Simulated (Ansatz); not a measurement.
Below is a relaxed structure of TaN. It was relaxed at this level from a cell as deposited in COD.

Computed with Ansatz 0.2.0, DFT PBE, scalar-relativistic, plane waves, PAW. Cutoff 420 eV, Γ-centred mesh, Gaussian smearing, no spin polarisation.

```cif
data_structure
_symmetry_space_group_name_H-M 'P 1'
_symmetry_Int_Tables_number 1
_cell_length_a 3.1519
_cell_length_b 3.1519
_cell_length_c 6.1050
_cell_angle_alpha 90.000
_cell_angle_beta 90.000
_cell_angle_gamma 120.000
_cell_volume 52.52
loop_
_atom_site_label
_atom_site_type_symbol
_atom_site_fract_x
_atom_site_fract_y
_atom_site_fract_z
_atom_site_occupancy
Ta1 Ta 0.33333 0.66667 0.03055 1
Ta2 Ta 0.66667 0.33333 0.53055 1
N1 N 0.33333 0.66667 0.35445 1
N2 N 0.66667 0.33333 0.85445 1
```

The zero of energy is the elements' standard structures at the same level (N₂ as a molecule); no fitted shifts are applied.

**Question.** What space group does it have?

**Answer.** P6_3mc (No. 186), the wurtzite type. Conventional cell: a = 3.152 Å, c = 6.105 Å. Ta is surrounded by 1 N at 1.98 Å and 3 N at 2.11 Å; N has 1 Ta at 1.98 Å and 3 Ta at 2.11 Å.

**Question.** How far does it lie from the elements in energy?

**Answer.** −0.76 eV/atom.

**Question.** Is it a metal?

**Answer.** Yes, bands cross the Fermi level on the 18×18×8 mesh.

The last run used an 18×18×8 mesh (in the run's order of axes) for its 4-atom cell and Gaussian smearing of 0.10 eV. Spin–orbit coupling, which can matter for Ta, is left out. Symmetry constrained the relaxation, so the result can be a saddle point. Another cell of TaN relaxed alike, in P-6m2 (a cell as deposited in COD), lies 0.38 eV/atom lower, so this cell isn't the stable form at this level.
